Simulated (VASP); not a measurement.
Set up this calculation in VASP 6.6.1, as the native input.

```
Task                   : single point
Functional             : r2SCAN
Potentials or basis    : VASP PAW PBE potentials, release 64 (Au)
Cutoff                 : 520 eV
k mesh                 : 9 × 9 × 4
Occupations            : gaussian, width 0.1 eV
Spin                   : no spin polarisation
Dipole correction      : no
Further INCAR settings : ALGO = Normal; EDIFF = 1e-07; NBANDS = 18
```

The system is Au.

```
Au
1.0
     2.90000    0.00000    0.00000
    -1.45000    2.51147    0.00000
     0.00000    0.00000    4.88000
Au
2
Cartesian
  0.0000 1.6743 3.6600
  1.4500 0.8372 1.2200
```

This isn't the form of Au at room conditions, which is fcc.

These files were run (other wordings do the same):

POSCAR

```
Au
1.0
    2.8999984104      0.0000000000      0.0000000000
   -1.4499992052      2.5114722944      0.0000000000
    0.0000000000      0.0000000000      4.8800000000
Au
2
Direct
    0.3333333333      0.6666666667      0.7500000000
    0.6666666667      0.3333333333      0.2500000000
```

INCAR.step1

```
PREC = Accurate
ENCUT = 520
ISMEAR = 0
SIGMA = 0.1
LREAL = F
LASPH = T
NELM = 100
NBANDS = 18
GGA = PE
ALGO = Normal
EDIFF = 1E-4
LWAVE = T
LCHARG = F
```

INCAR.step2

```
PREC = Accurate
ENCUT = 520
EDIFF = 1E-7
ISMEAR = 0
SIGMA = 0.1
LREAL = F
LASPH = T
NELM = 100
ALGO = Normal
ISIF = 2
LWAVE = F
LCHARG = F
METAGGA = R2SCAN
LMIXTAU = T
NBANDS = 18
ISTART = 1
```

KPOINTS

```
Automatic mesh
0
Gamma
  9 9 4
```

Potentials or basis: VASP PAW PBE potentials, release 64 (Au).

The run is started by

```bash
$ cat potpaw_PBE.64/Au/POTCAR > POTCAR
$ cp INCAR.step1 INCAR
$ mpirun -np 1 vasp_std > vasp.out
$ cp INCAR.step2 INCAR
$ mpirun -np 1 vasp_std > vasp.out
```

It gave:

The pressure is -1.3 GPa and the band gap on the k mesh is none (metal or under the smearing width).

Caveat: the PAW data sets were made with another functional, which shifts forces and pressure a little.

It took 2.2 min on 1 thread of AMD EPYC 7R43 64-Core Processor (Zen 3), with other jobs on the host, peak memory 0.13 GiB.
